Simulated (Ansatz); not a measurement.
Take a crystal in which In has been replaced by Sc on all its sites, with the cell rescaled by a rough guess (in some cases also distorted within its space group) and nothing relaxed:

```
CELL_PARAMETERS angstrom
-2.10173 2.10173 2.10173
2.10173 -2.10173 2.10173
2.10173 2.10173 -2.10173
ATOMIC_POSITIONS crystal
Sc 0.00000 0.00000 0.00000
```

Level of theory: DFT PBE, scalar-relativistic, plane waves, PAW (Ansatz).

Cutoff 420 eV; k points 14×14×14 on the computed 1-atom cell (Γ-centred); Gaussian smearing, width 0.10 eV; no spin polarisation.

Will this cell want to expand or contract, and how hard?

The pressure is -10.5 GPa (positive in compression), so the cell would contract.

Is it a metal on this mesh?

Yes, a band crosses the Fermi level.

Spin polarisation was left out, and a magnetic state may lie lower.

This bcc form isn't the element's structure at ambient conditions.